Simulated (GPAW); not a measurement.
# CdS (Greenockite) (P6_3mc) in GPAW: a series of runs

The runs below take CdS (Greenockite) through wannier90, elastic constants, piezoelectric tensor, with LDA, BLYP+D3.

Everything below comes from runs of GPAW 26.7.0. Logs are shortened: lines on timing, memory, paths and dates and some standing lists are left out, and cuts for length are marked. The log counts tension as positive stress, the text compression.

**The experiment to reproduce.**

“Isotope dependence of band-gap energy”, 2008, arxiv:0807.2152 quotes, for a bulk crystal of CdS: band gap 2.5809 ± 0.0002 eV.

How close the calculation comes is told below.

### Step 1. Starting point

Symmetry: P6_3mc, No. 186, hexagonal system. Conventional cell: a = 4.150 Å, b = 4.150 Å, c = 6.737 Å, α = 90.00°, β = 90.00°, γ = 120.00°. Cd (site symmetry 3m) has 4 S at 2.53 to 2.54 Å as nearest neighbours. S (site symmetry 3m) is surrounded by 4 Cd at 2.53 to 2.54 Å.

### Step 2. Wannier90, LDA

run.py

```python
import json
import numpy as np
import subprocess
from ase.dft.bandgap import bandgap
from ase.io import read, write
from ase.units import GPa
from gpaw import GPAW, PW, setup_paths
from gpaw.wannier.wannier90 import Wannier90

setup_paths.insert(0, '.')

atoms = read('CdS.cif')

calc = GPAW(mode=PW(600),
            xc='LDA',
            kpts={'size': (7, 7, 4), 'gamma': True},
            occupations={'name': 'fermi-dirac', 'width': 0.05},
            nbands=31,
            convergence={'density': 1e-05, 'energy': 1e-05},
            maxiter=150,
            txt='gpaw.txt')
atoms.calc = calc
energy = atoms.get_potential_energy()
forces = atoms.get_forces()
stress = atoms.get_stress()
calc.write('gs.gpw')
write('result.traj', atoms)
print(f'Energy: {energy:.6f} eV')
print('Forces (eV/A):')
print(forces.round(4))
print('Stress (GPa):', (stress / GPa).round(3))
print('Fermi level:', round(calc.get_fermi_level(), 4), 'eV')
print(f'Gap: {bandgap(calc)[0]:.4f} eV, direct: {bandgap(calc, direct=True)[0]:.4f} eV')

nwann = sum(2 * l + 1 for setup in calc.setups for n, l in zip(setup.n_j, setup.l_j) if n > 0)
nbands = nwann + 8
full = calc.fixed_density(kpts={'size': (5, 5, 4), 'gamma': True}, symmetry='off', nbands=nbands + 6,
                          convergence={'bands': nbands, 'eigenstates': 1e-7}, txt='full.txt')
frozen = min(1.0, full.eigenvalues()[0, :, nwann].min() - full.get_fermi_level() - 0.01)  # at most nwann bands inside
w90 = Wannier90(full, seed='w90', bands=range(nbands), spin=0)
w90.write_input(num_iter=200, dis_num_iter=500, dis_froz_max=frozen, search_shells=40)
subprocess.run(['wannier90.x', '-pp', 'w90'], check=True)
w90.write_projections()
w90.write_eigenvalues()
w90.write_overlaps()
subprocess.run(['wannier90.x', 'w90'], check=True)

words = open('w90_hr.dat').read().split('\n', 1)[1].split()
nr = int(words[1])
degeneracy = np.array(words[2:2 + nr], float)
hr = np.array(words[2 + nr:], float).reshape((nr, nwann, nwann, 7))
R, H = hr[:, 0, 0, :3], (hr[..., 5] + 1j * hr[..., 6]) / degeneracy[:, None, None]
path = atoms.cell.bandpath('GMKGALHA,LM,KH', npoints=40, eps=1e-4)
interp = np.array([np.linalg.eigvalsh(np.einsum('r,rji->ij', np.exp(2j * np.pi * R @ k), H)) for k in path.kpts])
exact = calc.fixed_density(kpts=path, symmetry='off', nbands=nwann + 6, convergence={'bands': nwann, 'eigenstates': 1e-7},
                           txt='bands.txt').band_structure().energies[0, :, :nwann]
print(f'Frozen window up to {frozen:.3f} eV over the Fermi level')
window = exact < calc.get_fermi_level() + frozen
miss = abs(interp - exact)[window]
print(f'{nwann} functions; bands in the frozen window, Wannier less DFT: mean {miss.mean():.4f} eV, largest {miss.max():.4f} eV')
json.dump({'interp': interp.tolist(), 'exact': exact.tolist(), 'kpts': path.kpts.tolist(), 'miss': [miss.mean(), miss.max()],
           'onsite': H[abs(R).sum(1).argmin()].diagonal().real.tolist()}, open('wannier.json', 'w'))
```

CdS.cif

```cif
data_CdS
_cell_length_a 4.15000000
_cell_length_b 4.15000000
_cell_length_c 6.73700000
_cell_angle_alpha 90.00000000
_cell_angle_beta 90.00000000
_cell_angle_gamma 120.00000000
_space_group_name_H-M_alt 'P1'
_space_group_name_Hall 'P 1'
_space_group_IT_number 1
loop_
_space_group_symop_operation_xyz
'x,y,z'
loop_
_atom_site_label
_atom_site_type_symbol
_atom_site_symmetry_multiplicity
_atom_site_Wyckoff_symbol
_atom_site_fract_x
_atom_site_fract_y
_atom_site_fract_z
_atom_site_occupancy
Cd1 Cd 1 a 0.6666666667 0.3333333333 0.5000000000 1
Cd2 Cd 1 a 0.3333333333 0.6666666667 0.0000000000 1
S1 S 1 a 0.6666666667 0.3333333333 0.8750000000 1
S2 S 1 a 0.3333333333 0.6666666667 0.3750000000 1
```

Potentials or basis: PAW data sets generated in the run's folder for this functional, pw.

Started as:

```console
$ gpaw-setup -f LDA Cd S
$ OMP_NUM_THREADS=1 python run.py
```

gpaw.txt:

```text
__  _  _
 | _ |_)|_||  |
 |__||  | ||/\| - 26.7.0

Input parameters:
  mode=PW(ecut=600.0),
  convergence={'density': 1e-05, 'energy': 1e-05},
  kpts=MonkhorstPack(size=(7, 7, 4), gamma=True),
  maxiter=150,
  nbands=31,
  occupations=Occupations(name='fermi-dirac', width=0.05),
  xc=XC(name='LDA')

Diagonalizing LCAO Hamiltonian
Converting LCAO to pw mode

            S

            Cd
        S

        Cd

Atoms  # Å, Bohr magnetons
|   | symbol |         x |        y |        z |    initial magnetic moments |
|---|--------|-----------|----------|----------|-----------------------------|
| 0 |     Cd |  2.075000 | 1.198002 | 3.368500 | ( 0.0000,  0.0000,  0.0000) |
| 1 |     Cd | -0.000000 | 2.396004 | 0.000000 | ( 0.0000,  0.0000,  0.0000) |
| 2 |      S |  2.075000 | 1.198002 | 5.894875 | ( 0.0000,  0.0000,  0.0000) |
| 3 |      S | -0.000000 | 2.396004 | 2.526375 | ( 0.0000,  0.0000,  0.0000) |

Unit cell  # Å
| periodic |         x |        y |        z |  lengths |     angles |
|----------|-----------|----------|----------|----------|------------|
|      yes |  4.150000 | 0.000000 | 0.000000 | 4.150000 |  90.000000 |
|      yes | -2.075000 | 3.594005 | 0.000000 | 4.150000 |  90.000000 |
|      yes |  0.000000 | 0.000000 | 6.737000 | 6.737000 | 120.000000 |

Number of symmetries: 6
Symmetry operations  # r_c * U_cc + t_c -> r_c
|   | kind |            matrix            |
|---|------|------------------------------|
| 0 |  σ   |  1, 1, 0,  0,-1, 0,  0, 0, 1 |
| 1 |  E   |  1, 0, 0,  0, 1, 0,  0, 0, 1 |
| 2 |  C3  |  0, 1, 0, -1,-1, 0,  0, 0, 1 |
| 3 |  σ   |  0,-1, 0, -1, 0, 0,  0, 0, 1 |
| 4 |  σ   | -1, 0, 0,  1, 1, 0,  0, 0, 1 |
| 5 |  C3  | -1,-1, 0,  1, 0, 0,  0, 0, 1 |

BZ-sampling:
  Number of BZ points: 196
  Number of IBZ points: 28

  Monkhorst-Pack size: [7, 7, 4]
  Monkhorst-Pack shift: [0.0, 0.0, 0.125]

K-points  # in reciprocal-cell coordinates
|     |                                coordinates |     weight |
|-----|--------------------------------------------|------------|
|   0 | (  0.00000000,   0.00000000,   0.00000000) | 0.00510204 |
|   1 | (  0.00000000,   0.00000000,   0.25000000) | 0.01020408 |
|   2 | (  0.00000000,   0.00000000,   0.50000000) | 0.00510204 |
|   3 | (  0.14285714,   0.00000000,  -0.25000000) | 0.03061224 |
|   4 | (  0.14285714,   0.00000000,   0.00000000) | 0.03061224 |
|   5 | (  0.14285714,   0.00000000,   0.25000000) | 0.03061224 |
|   6 | (  0.14285714,   0.00000000,   0.50000000) | 0.03061224 |
|   7 | (  0.28571429,  -0.14285714,   0.00000000) | 0.03061224 |
|   8 | (  0.28571429,  -0.14285714,   0.25000000) | 0.06122449 |
|   9 | (  0.28571429,  -0.14285714,   0.50000000) | 0.03061224 |
| ... |                                            |            |
|  27 | (  0.42857143,   0.42857143,   0.50000000) | 0.03061224 |

Plane wave coefficients: 3376
Cutoff: 600.0 eV

Spin-components: 1 (collinear spins)
Bands:           31
Projectors:      22
Spin-degeneracy: 2
Datatype:        complex128

Parallelization:
  kpt:    1
  domain: 1
  band:   1

Density:
  Valence electrons: 36.0
  Components: 1
  Grid points: [24 24 40]
  Charge: 0.0  # |e|

Potential:
  Grid points: [24 24 40]

species:
  Cd:
    name:    Cadmium
    Z:       48.0
    valence: 12
    core:    36
    charge:  0.0  # [|e|]
    compensation charges:
      type: gauss
      rc: 0.38  # [Å]
      lmax: 2
    cutoffs:
      filter: 2.12  # [Å]
      core: 2.62  # [Å]
    projectors
    | kind |    occ | energy [eV] | rcut [Å] |
    |------|--------|-------------|----------|
    |   5s |  2.000 |      -5.950 |    1.191 |
    |   5p |  0.000 |      -1.328 |    1.228 |
    |   4d | 10.000 |     -11.904 |    1.164 |
    |    s |        |      21.261 |    1.191 |
    |    p |        |      25.883 |    1.228 |
    |    d |        |      15.307 |    1.164 |

    Using partial waves for Cd as LCAO basis

  S:
    name:    Sulfur
    Z:       16.0
    valence: 6
    core:    10
    charge:  0.0  # [|e|]
    compensation charges:
      type: gauss
      rc: 0.24  # [Å]
      lmax: 2
    cutoffs:
      filter: 1.77  # [Å]
      core: 1.66  # [Å]
    projectors
    | kind |    occ | energy [eV] | rcut [Å] |
    |------|--------|-------------|----------|
    |   3s |  2.000 |     -17.278 |    0.974 |
    |   3p |  4.000 |      -7.106 |    0.979 |
    |    s |        |       9.933 |    0.974 |
    |    p |        |      20.105 |    0.979 |
    |    d |        |       0.000 |    0.900 |

    Using partial waves for S as LCAO basis

Reference energy: -325721.101191  # eV

eigensolver:
  PPCG
  Converge bands: occupied
  niter=2

density mixing:
  MSR1-Mixer
  Pratt-step length: 0.05
  Maximum mixing coefficient: 0.75
  Old densities: 10
  SVD Regularization: 0.005
  Good broyden scale: 1.0
  Trust region scale: 1.0
  Backstep threshold: 4.0
  History deletion threshold: 6.0
  Fourier metric: weight=20.0, sigma=0.015

occupation numbers:
  Fermi-Dirac:
    width: 0.0500  # eV

poisson solver:
  ecut: 4800.0  # eV

xc functional:
  name: None

convergence criteria:
- Maximum integral of absolute [dens]ity change: 1e-05 electrons / valence electron
- Maximum [total energy] change in last 3 cyles: 1e-05 eV / valence electron
- Maximum integral of absolute [eigenst]ate change: 4e-08 eV^2 / valence electron
maximum number of iterations: 150

SCF iterations
|iter     | |      energy | eigst |  dens |
|---------|-|-------------|-------|-------|
|iter:   1| |  -16.160444 | -0.35 |       |
|iter:   2| |  -15.956041 | -2.05 | -1.15 |
|iter:   3| |  -15.223642 | -1.43 | -1.19 |
|iter:   4| |  -15.207384 | -3.32 | -1.73 |
|iter:   5| |  -15.204188 | -3.65 | -2.19 |
|iter:   6| |  -15.204167 | -5.16 | -2.88 |
|iter:   7| |  -15.204171c| -6.48 | -3.54 |
|iter:   8| |  -15.204171c| -7.38 | -4.54 |
|iter:   9| |  -15.204170c| -7.59c| -4.71 |
|iter:  10| |  -15.204170c| -7.92c| -5.38c|

Converged in 10 steps
Energy contributions relative to reference atoms: (reference = -325721.101191)

Energy contributions:
  Kinetic:          26.928767
  Coulomb:         -24.722122
  Zero:              0.235314
  External:          0.000000
  Xc:              -17.646128
  Entropy:          -0.000003
  Spinorbit:         0.000000
  ----------------------------
  Free energy:     -15.204172
  Extrapolated:    -15.204170

dipole moment: (-0.000006, -0.000018, -19.108064)  # |e|*Ang

Fermi level: 3.665
Eigenvalues  # (at kpt = [0.000, 0.000, 0.000])
| band index |      eig [eV] | occ [0-2] |
|------------|---------------|-----------|
|          0 |        -9.128 |     2.000 |
|        ... |               |           |
|         10 |        -3.960 |     2.000 |
|         11 |        -3.625 |     2.000 |
|         12 |        -1.276 |     2.000 |
|         13 |         2.406 |     2.000 |
|         14 |         2.406 |     2.000 |
|         15 |         3.141 |     2.000 |
[... 8 lines left out ...]
|         24 |        10.550 |     0.000 |
|         25 |        10.589 |     0.000 |
|        ... |               |           |
|         30 |        14.585 |     0.000 |

Gap: 0.894 eV
Transition (v -> c):
  (s=0, k=0, n=17, [0.00, 0.00, 0.00]) -> (s=0, k=0, n=18, [0.00, 0.00, 0.00])
No difference between direct/indirect transitions

Forces  # eV/Ang
|        x |        y |        z |
|----------|----------|----------|
|  0.00000 |  0.00000 | -0.06072 |  # Cd   0
|  0.00000 | -0.00000 | -0.06033 |  # Cd   1
| -0.00000 | -0.00000 |  0.06074 |  # S    2
|  0.00000 | -0.00000 |  0.06041 |  # S    3

Stress tensor  # eV/Ang^3
|         x |         y |         z |
|-----------|-----------|-----------|
|  0.022013 | -0.000000 |  0.000000 |
| -0.000000 |  0.022013 | -0.000000 |
|  0.000000 | -0.000000 |  0.018382 |

# Writing to gs.gpw (mode='')
```

Wall time 10 min (1 thread of Intel Xeon Platinum 8259CL at 2.50GHz (Skylake/Cascade Lake), shared host); peak memory 1.8 GiB.

What came out:

```yaml
Free_energy: -15.2042 eV
Pressure: -3.3 GPa
Largest_force: 0.061 eV/Å
Band_gap_on_the_k_mesh: 0.89 eV, direct
Band_gap_along_the_path: 0.89 eV, direct
Total_Wannier_spread: 31.93 Å² over 26 functions
```

Forces in eV/Å, atoms in the order of the input:
```
Cd   0.000  0.000 -0.061
Cd   0.000  0.000 -0.060
S    0.000  0.000  0.061
S    0.000  0.000  0.060
```

Stress tensor (GPa, compression positive):
```
-3.53  0.00  0.00
 0.00 -3.53  0.00
 0.00  0.00 -2.95
```

Levels at the corners of the path, in eV from the valence-band top:
| point | band 14 | band 15 | band 16 | band 17 | band 18 | band 19 | band 20 | band 21 | band 22 | band 23 |
| --- | --- | --- | --- | --- | --- | --- | --- | --- | --- | --- |
| Γ | -0.78 | -0.78 | -0.05 | 0.00 | 0.00 | 0.89 | 2.52 | 6.23 | 6.23 | 6.56 |
| M | -3.58 | -2.70 | -1.91 | -1.34 | -0.75 | 3.47 | 3.65 | 4.89 | 6.14 | 6.79 |
| K | -3.76 | -3.15 | -1.89 | -1.89 | -1.65 | 4.41 | 4.88 | 4.88 | 6.89 | 7.21 |
| Γ | -0.78 | -0.78 | -0.05 | 0.00 | 0.00 | 0.89 | 2.52 | 6.23 | 6.23 | 6.56 |
| A | -2.54 | -0.41 | -0.41 | -0.41 | -0.41 | 2.58 | 2.58 | 5.93 | 5.93 | 6.60 |
| L | -4.20 | -1.36 | -1.36 | -1.36 | -1.36 | 3.22 | 3.22 | 5.18 | 5.18 | 7.60 |
| H | -4.09 | -2.46 | -2.46 | -1.14 | -1.14 | 4.16 | 4.16 | 5.85 | 5.85 | 6.25 |
| A | -2.54 | -0.41 | -0.41 | -0.41 | -0.41 | 2.58 | 2.58 | 5.93 | 5.93 | 6.60 |
| L | -4.20 | -1.36 | -1.36 | -1.36 | -1.36 | 3.22 | 3.22 | 5.18 | 5.18 | 7.60 |
| M | -3.58 | -2.70 | -1.91 | -1.34 | -0.75 | 3.47 | 3.65 | 4.89 | 6.14 | 6.79 |
| K | -3.76 | -3.15 | -1.89 | -1.89 | -1.65 | 4.41 | 4.88 | 4.88 | 6.89 | 7.21 |
| H | -4.09 | -2.46 | -2.46 | -1.14 | -1.14 | 4.16 | 4.16 | 5.85 | 5.85 | 6.25 |

Wannier centres (Å) and spreads (Å²):
```
function       x      y       z  spread
       1   1.269  0.745   3.640   2.211
       2   2.077  2.123   3.632   2.233
       3   2.072  1.193   2.390   2.231
       4   2.881  0.745   3.634   2.213
       5   2.079  1.300   3.379   0.561
       6   2.075  1.212   3.287   0.483
       7   2.075  1.193   3.544   0.733
       8   2.077  1.190   3.288   0.478
       9   2.070  1.082   3.381   0.579
      10  -0.806  2.850   0.270   2.212
      11  -0.004  1.470   0.267   2.230
      12   0.001  2.401  -0.980   2.230
      13   0.807  2.850   0.277   2.204
      14   0.006  2.295   0.011   0.559
      15   0.000  2.382  -0.082   0.483
      16   0.000  2.400   0.173   0.726
      17   0.001  2.404  -0.081   0.479
      18  -0.004  2.511   0.013   0.577
      19   1.615  0.931   5.711   1.063
      20   2.075  1.733   5.715   1.062
      21   2.072  1.197   6.458   1.070
      22   2.540  0.933   5.716   1.062
      23   0.460  2.664   2.342   1.062
      24   0.000  1.861   2.346   1.062
      25   0.003  2.397   3.089   1.071
      26  -0.465  2.661   2.348   1.062
```

[end of part 1 of 2]
